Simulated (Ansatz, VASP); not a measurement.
## One calculation of CaO, two programs

```
CELL_PARAMETERS angstrom
1.83123 1.05726 5.97942
-1.83123 1.05726 5.97942
0.00000 -2.11452 5.97942
ATOMIC_POSITIONS crystal
Ca 0.99998 0.99998 0.99998
Ca 0.50001 0.50001 0.50001
O 0.37501 0.37501 0.37501
O 0.87500 0.87500 0.87500
```

Alike in both runs: functional PBEsol; k mesh 6 × 6 × 6; occupations gaussian, width 0.02 eV; no spin polarisation.

Ansatz relaxed the structure, and its values are those at the end. VASP's run is a single point on that final structure, the one shown.

```csv
,VASP,Ansatz
version,VASP 6.6.1,Ansatz 0.2.0
potentials or method,"VASP PAW PBE potentials, release 64 (Ca_sv, O)","scalar-relativistic, plane waves, PAW"
plane-wave cutoff (eV),520,420
valence electrons in the cell,32,32
```

```tsv
	VASP	Ansatz	Ansatz less VASP
gap on the k mesh at the Fermi level (eV)	3.26	3.27	+0.005
least direct gap on the mesh (eV)	3.66	3.66	0.000
pressure (GPa)	0.5	0.0	-0.48
```

Caveats: the PAW data sets were made with another functional, which shifts forces and pressure a little (VASP). A k mesh can miss the band edges.
